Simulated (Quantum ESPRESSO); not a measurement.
Crystal: Sb.

```xyz
1
Lattice="3.1600 0.0000 0.0000 0.0000 3.1600 0.0000 0.0000 0.0000 3.1600" Properties=species:S:1:pos:R:3 pbc="T T T"
Sb    0.0000    0.0000    0.0000
```

This isn't the form of Sb at room conditions, which is rhombohedral.

- Program: Quantum ESPRESSO 7.5
- Task: single point
- Functional: PBE
- Potentials or basis: SSSP 1.3 efficiency PBE
- Cutoff: 748 eV
- Density cutoff: 5987 eV
- k mesh: 8 × 8 × 8
- Occupations: fermi-dirac, width 0.05 eV
- Spin: no spin polarisation

On this cell: pressure -2.2 GPa; band gap on the k mesh none (metal or under the smearing width).

The same run follows on a disturbed copy (cell strained at random at fixed volume):

```
Sb
1.0
     3.18307   -0.00916   -0.07927
    -0.00916    3.13721   -0.05653
    -0.07927   -0.05653    3.16292
Sb
1
Direct
  0.00350 0.00307 0.97826
```

Q: What changes?

A: The energy (extrapolated to zero smearing) moves by +1.5 meV/atom; pressure -2.3 GPa; band gap on the k mesh none (metal or under the smearing width).

Stress tensor (GPa, compression positive):
```
-3.04 -0.11  0.50
-0.11 -1.26  0.09
 0.50  0.09 -2.54
```
